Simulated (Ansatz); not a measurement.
Crystal: GaN.

```xyz
2
Lattice="0.0000 2.2535 2.2535 2.2535 0.0000 2.2535 2.2535 2.2535 0.0000" Properties=species:S:1:pos:R:3 pbc="T T T"
Ga    0.0000    0.0000    0.0000
N     1.1268    1.1268    1.1268
```

The cell is a database's computed one.

* Program: Ansatz 0.2.0
* Task: single point
* Functional: PBE
* Potentials or basis: all-electron LAPW, scalar-relativistic
* Cutoff: 422 eV (chosen from the basis error)
* Basis error allowed: 0.001 eV/atom
* k mesh: 10 × 10 × 10
* Occupations: fermi-dirac, width 0.05 eV
* Spin: no spin polarisation

On this cell: pressure 4.9 GPa; largest force zero by symmetry; band gap on the k mesh 1.73 eV, direct.

The same run follows on a disturbed copy (atoms moved at random, drawn with an rms of 0.05 Å):

```
Ga N
1.0
     0.00000    2.25350    2.25350
     2.25350    0.00000    2.25350
     2.25350    2.25350    0.00000
Ga N
1 1
Direct
  0.00643 0.99831 0.99469
  0.24250 0.24820 0.25662
```

What does the disturbed cell give?

The energy moves by +5.3 meV/atom; pressure 5.1 GPa; largest force 0.504 eV/Å; band gap on the k mesh 1.65 eV, direct.

Forces on the atoms (eV/Å):
```
Ga   0.323 -0.010 -0.386
N   -0.323  0.010  0.386
```

Stress tensor (GPa, compression positive):
```
 5.08  1.88  0.05
 1.88  5.18 -1.57
 0.05 -1.57  5.04
```

